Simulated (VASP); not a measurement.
# Sb2Pt (Geversite) (Pa-3) in VASP: a series of runs, part 2 of 2

VASP 6.6.1. The steps go on from the part before.

**4. Relaxation of cell and atoms, PBE**

This run uses another cell than the first one, of 23.38 Å³/atom, 1.040 times its volume.

INCAR

```
SYSTEM = Sb2Pt
  ALGO = Normal
  EDIFF = 1E-7
  EDIFFG = -0.005
  ENCUT = 600
  GGA = PE
  IBRION = 2
  ISIF = 3
  ISMEAR = 1
  KPAR = 4
  LASPH = .True.
  LCHARG = .False.
  LREAL = .False.
  LWAVE = .False.
  NELM = 80
  NSW = 90
  PREC = Accurate
  SIGMA = 0.1
```

KPOINTS

```
k-points
0
Gamma
  6 6 6
  0 0 0
```

POSCAR

```
Sb2Pt                                   
1.0
    6.5460464861     -0.0000000000     -0.0000000000
    0.0000000000      6.5460464861     -0.0000000000
    0.0000000000      0.0000000000      6.5460464861
  Sb              Pt            
     8     4
Direct
     0.3747571768688216    0.3747571768688216    0.3747571768688216
     0.1252428231311784    0.6252428231311784    0.8747571768688216
     0.8747571768688216    0.1252428231311784    0.6252428231311784
     0.6252428231311784    0.8747571768688216    0.1252428231311784
     0.6252428231311784    0.6252428231311784    0.6252428231311784
     0.8747571768688216    0.3747571768688216    0.1252428231311784
     0.1252428231311784    0.8747571768688216    0.3747571768688216
     0.3747571768688216    0.1252428231311784    0.8747571768688216
     0.0000000000000000    0.0000000000000000    0.0000000000000000
     0.5000000000000000    0.0000000000000000    0.5000000000000000
     0.5000000000000000    0.5000000000000000    0.0000000000000000
     0.0000000000000000    0.5000000000000000    0.5000000000000000
```

Command:

```
$ cat potpaw_PBE.64/Sb/POTCAR potpaw_PBE.64/Pt/POTCAR > POTCAR
$ mpirun -np 4 vasp_std > vasp.out
```

Run time: 2.7 min. Hardware: 4 MPI ranks of AMD EPYC 9R45 (Zen 5), shared host; peak memory 0.62 GiB.

The run converged. Its results:

```
Free energy                            : -63.2228 eV
Relaxed volume                         : 23.38 Å³/atom
Relaxed cell                           : a = 6.547 Å, b = 6.547 Å, c = 6.547 Å, α = 90.00°, β = 90.00°, γ = 90.00°
Space group after relaxing (to 0.05 Å) : Pa-3 (No. 205)
Energy gained by relaxing              : 0.0 meV/atom
Ionic steps                            : 3
Pressure after relaxing                : 0.0 GPa
Band gap on the k mesh                 : none (metal or under the smearing width)
```

Final structure:
```
Sb Pt
1.0
     6.54661    0.00000    0.00000
     0.00000    6.54661    0.00000
     0.00000    0.00000    6.54661
Sb Pt
8 4
Direct
  0.37476 0.37476 0.37476
  0.12524 0.62524 0.87476
  0.87476 0.12524 0.62524
  0.62524 0.87476 0.12524
  0.62524 0.62524 0.62524
  0.87476 0.37476 0.12524
  0.12524 0.87476 0.37476
  0.37476 0.12524 0.87476
  0.00000 0.00000 0.00000
  0.50000 0.00000 0.50000
  0.50000 0.50000 0.00000
  0.00000 0.50000 0.50000
```

Levels at points of the mesh, in eV from the Fermi level:
| k point | band 37 | band 38 | band 39 | band 40 | band 41 | band 42 | band 43 | band 44 |
| --- | --- | --- | --- | --- | --- | --- | --- | --- |
| (0.00, 0.00, 0.00) | -1.74 | -0.50 | -0.50 | -0.50 | -0.08 | -0.08 | -0.08 | 0.94 |
| (0.50, 0.00, 0.00) | -1.40 | -1.40 | -0.65 | -0.65 | 0.73 | 0.73 | 1.42 | 1.42 |
| (0.50, 0.50, 0.00) | -0.72 | -0.72 | -0.72 | -0.72 | 1.61 | 1.61 | 1.61 | 1.61 |
| (0.50, 0.50, 0.50) | -0.63 | -0.63 | -0.63 | -0.63 | -0.20 | -0.20 | -0.20 | -0.20 |

**5. Relaxation of cell and atoms, PBE+D3(BJ)**

This run uses another cell than the first one, of 22.28 Å³/atom, 0.992 times its volume.

INCAR

```
SYSTEM = Sb2Pt
PREC = Accurate
ENCUT = 600
EDIFF = 1E-6
ISMEAR = 1
SIGMA = 0.1
LREAL = .FALSE.
LASPH = .TRUE.
NELM = 80
ALGO = Normal
ISIF = 3
LWAVE = .FALSE.
LCHARG = .FALSE.
GGA = PE
IVDW = 12
IBRION = 2
NSW = 90
EDIFFG = -0.01
KPAR = 4
```

KPOINTS

```
regular mesh
0
G
  6 6 6
  0 0 0
```

POSCAR

```
Sb2Pt
1.0
    6.4423000000      0.0000000000      0.0000000000
    0.0000000000      6.4423000000      0.0000000000
    0.0000000000      0.0000000000      6.4423000000
Sb Pt
8 4
Direct
    0.3753000000      0.3753000000      0.3753000000
    0.1247000000      0.6247000000      0.8753000000
    0.8753000000      0.1247000000      0.6247000000
    0.6247000000      0.8753000000      0.1247000000
    0.6247000000      0.6247000000      0.6247000000
    0.8753000000      0.3753000000      0.1247000000
    0.1247000000      0.8753000000      0.3753000000
    0.3753000000      0.1247000000      0.8753000000
    0.0000000000      0.0000000000      0.0000000000
    0.5000000000      0.0000000000      0.5000000000
    0.5000000000      0.5000000000      0.0000000000
    0.0000000000      0.5000000000      0.5000000000
```

Command:

```
$ cat potpaw_PBE.64/Sb/POTCAR potpaw_PBE.64/Pt/POTCAR > POTCAR
$ mpirun -np 4 vasp_std > vasp.out
```

Run time: 4.7 min. Hardware: 4 MPI ranks of Intel Xeon 6975P-C (Granite Rapids), shared host; peak memory 0.62 GiB.

Results (log left out):

```
Free energy                            : -70.2364 eV
Relaxed volume                         : 22.55 Å³/atom
Relaxed cell                           : a = 6.468 Å, b = 6.468 Å, c = 6.468 Å, α = 90.00°, β = 90.00°, γ = 90.00°
Space group after relaxing (to 0.05 Å) : Pa-3 (No. 205)
Energy gained by relaxing              : 1.6 meV/atom
Ionic steps                            : 6
Pressure after relaxing                : 0.0 GPa
Band gap on the k mesh                 : none (metal or under the smearing width)
Dispersion energy per atom             : -0.595 eV
```

The path:
```tsv
step	energy change (eV)	largest force (eV/Å)	pressure (GPa)	volume (Å³)
1	0.0000	0.1433	1.48	267.38
2	0.0129	0.0013	-2.04	275.41
3	-0.0171	0.0777	-0.07	270.79
4	-0.0171	0.0764	-0.11	270.86
5	-0.0186	0.0237	-0.04	270.67
6	-0.0188	0.0017	-0.04	270.59
```

Final structure:
```
Sb Pt
1.0
     6.46799    0.00000    0.00000
     0.00000    6.46799    0.00000
     0.00000    0.00000    6.46799
Sb Pt
8 4
Cartesian
  2.4227 2.4227 2.4227
  0.8113 4.0453 5.6567
  5.6567 0.8113 4.0453
  4.0453 5.6567 0.8113
  4.0453 4.0453 4.0453
  5.6567 2.4227 0.8113
  0.8113 5.6567 2.4227
  2.4227 0.8113 5.6567
  6.4680 0.0000 6.4680
  3.2340 0.0000 3.2340
  3.2340 3.2340 6.4680
  6.4680 3.2340 3.2340
```

Levels at points of the mesh, in eV from the Fermi level:
```csv
k point,band 37,band 38,band 39,band 40,band 41,band 42,band 43,band 44
"(0.00, 0.00, 0.00)",-1.77,-0.54,-0.54,-0.54,-0.05,-0.05,-0.05,0.86
"(0.50, 0.00, 0.00)",-1.47,-1.47,-0.68,-0.68,0.74,0.74,1.49,1.49
"(0.50, 0.50, 0.00)",-0.77,-0.77,-0.77,-0.77,1.70,1.70,1.70,1.70
"(0.50, 0.50, 0.50)",-0.69,-0.69,-0.69,-0.69,-0.09,-0.09,-0.09,-0.09
```

Caveat: pairwise dispersion overbinds metals, which lowers pressure and volume. Spin-orbit coupling is left out, which matters for the levels of Pt, Sb.

**6. Relaxation of cell and atoms, PBE+D3(BJ)**

This run uses another cell than the first one, of 22.55 Å³/atom, 1.004 times its volume.

Changes to INCAR since step 5:

```diff
@@ -3,3 +3,3 @@
 ENCUT = 600
-EDIFF = 1E-6
+EDIFF = 1E-7
 ISMEAR = 1
@@ -17,3 +17,3 @@
 NSW = 90
-EDIFFG = -0.01
+EDIFFG = -0.005
 KPAR = 4
```

KPOINTS is that of step 5.

POSCAR

```
Sb2Pt                                   
1.0
    6.4679914440     -0.0000000000     -0.0000000000
   -0.0000000000      6.4679914440      0.0000000000
   -0.0000000000      0.0000000000      6.4679914440
  Sb              Pt            
     8     4
Direct
     0.3745714377178947    0.3745714377178947    0.3745714377178947
     0.1254285622821054    0.6254285622821054    0.8745714377178946
     0.8745714377178946    0.1254285622821054    0.6254285622821054
     0.6254285622821054    0.8745714377178946    0.1254285622821054
     0.6254285622821054    0.6254285622821054    0.6254285622821054
     0.8745714377178946    0.3745714377178947    0.1254285622821054
     0.1254285622821054    0.8745714377178946    0.3745714377178947
     0.3745714377178947    0.1254285622821054    0.8745714377178946
     1.0000000000000000    0.0000000000000000    1.0000000000000000
     0.5000000000000000    0.0000000000000000    0.5000000000000000
     0.5000000000000000    0.5000000000000000    1.0000000000000000
     1.0000000000000000    0.5000000000000000    0.5000000000000000
```

Potentials or basis: VASP PAW PBE potentials, release 64 (Sb, Pt).

Command:

```
$ cat potpaw_PBE.64/Sb/POTCAR potpaw_PBE.64/Pt/POTCAR > POTCAR
$ mpirun -np 4 vasp_std > vasp.out
```

It took 1.9 min on 4 MPI ranks of Intel Xeon 6975P-C (Granite Rapids), shared host; peak memory 0.59 GiB.

It converged, with:

```
Free energy                : -70.2366 eV
Pressure after relaxing    : 0.0 GPa
Band gap on the k mesh     : none (metal or under the smearing width)
Dispersion energy per atom : -0.595 eV
```

Final structure:
```
Sb Pt
1.0
     6.46799    0.00000    0.00000
     0.00000    6.46799    0.00000
     0.00000    0.00000    6.46799
Sb Pt
8 4
Direct
  0.37457 0.37457 0.37457
  0.12543 0.62543 0.87457
  0.87457 0.12543 0.62543
  0.62543 0.87457 0.12543
  0.62543 0.62543 0.62543
  0.87457 0.37457 0.12543
  0.12543 0.87457 0.37457
  0.37457 0.12543 0.87457
  0.00000 0.00000 0.00000
  0.50000 0.00000 0.50000
  0.50000 0.50000 0.00000
  0.00000 0.50000 0.50000
```

Levels at points of the mesh, in eV from the Fermi level:
| k point | band 37 | band 38 | band 39 | band 40 | band 41 | band 42 | band 43 | band 44 |
| --- | --- | --- | --- | --- | --- | --- | --- | --- |
| (0.00, 0.00, 0.00) | -1.77 | -0.54 | -0.54 | -0.54 | -0.05 | -0.05 | -0.05 | 0.86 |
| (0.50, 0.00, 0.00) | -1.47 | -1.47 | -0.68 | -0.68 | 0.74 | 0.74 | 1.49 | 1.49 |
| (0.50, 0.50, 0.00) | -0.77 | -0.77 | -0.77 | -0.77 | 1.70 | 1.70 | 1.70 | 1.70 |
| (0.50, 0.50, 0.50) | -0.69 | -0.69 | -0.69 | -0.69 | -0.09 | -0.09 | -0.09 | -0.09 |

Caveat: the relaxation stopped at its first step, so nothing moved; pairwise dispersion overbinds metals, which lowers pressure and volume. Spin-orbit coupling is left out, which matters for the levels of Pt, Sb.

**7. The runs side by side**

```tsv
level	gap on the mesh (eV)	pressure (GPa)
PBEsol	none	0.0
PBE	none	0.0
PBE+D3(BJ)	none	0.0
```

Alike in all rows: task relaxation of cell and atoms; potentials or basis VASP PAW PBE potentials, release 64 (Sb, Pt); no spin polarisation; cell relaxed; k mesh 6 × 6 × 6; cutoff (eV) 600; smearing methfessel-paxton 0.1 eV.

Caveats: the relaxation stopped at its first step, so nothing moved (some runs); the PAW data sets were made with another functional, which shifts forces and pressure a little (some runs); pairwise dispersion overbinds metals, which lowers pressure and volume (some runs).

Total energies depend on the potentials used, so only differences within one code and one set of settings carry meaning.
